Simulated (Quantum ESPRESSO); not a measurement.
InSe under changes of volume

One of the cells (29.237 Å³/atom); the others are scaled copies at fixed shape and fractional positions:

```
In Se
1.0
     2.00000    1.15470    8.44000
    -2.00000    1.15470    8.44000
     0.00000   -2.30940    8.44000
In Se
2 2
Cartesian
  0.0000 0.0000 22.4994
  0.0000 0.0000 0.0000
  0.0000 0.0000 4.3525
  0.0000 0.0000 9.7102
```

* Program: Quantum ESPRESSO 7.5
* Functional: PBEsol
* Potentials or basis: GBRV 1.5 PBEsol
* Cutoff: 762 eV
* Density cutoff: 6095 eV
* k mesh: 8 × 8 × 8
* Occupations: fermi-dirac, width 0.05 eV
* Spin: no spin polarisation

```tsv
volume (Å³/atom)	energy over the lowest point (meV/atom)	pressure (GPa)	gap on the mesh (eV)
27.483	?	?	?
28.068	8.93	2.3	0.43
28.652	2.37	1.1	0.38
29.237	0.00	0.0	0.32
29.822	1.35	-0.9	0.28
30.406	6.02	-1.8	0.23
```

Task: What does the run at 27.483 Å³/atom give?

Result: Energy over the lowest point 20.16 meV/atom; pressure 3.7 GPa; gap on the mesh 0.49 eV.

Worked out: A Birch-Murnaghan fit of order 3 (a polynomial in V^(-2/3)) to the other rows has its minimum at 29.31 Å³/atom with B0 = V·E''(V) = 50 GPa and B' = 4.9 at fixed shape and positions, which overstates the stiffness. It gives 20.21 meV/atom at 27.483 Å³/atom, against the run's 20.16, and -dE/dV = 3.8 GPa, against 3.7. A straight line through the other rows of the gap, of slope -2.5 eV per unit of ln V (its deformation potential), extrapolates to 0.48 eV, against the run's 0.49.

Energies are extrapolated to zero smearing.

Caveats: spin-orbit coupling is left out, which moves the levels of the heavy elements.

A mesh can miss the band edges.
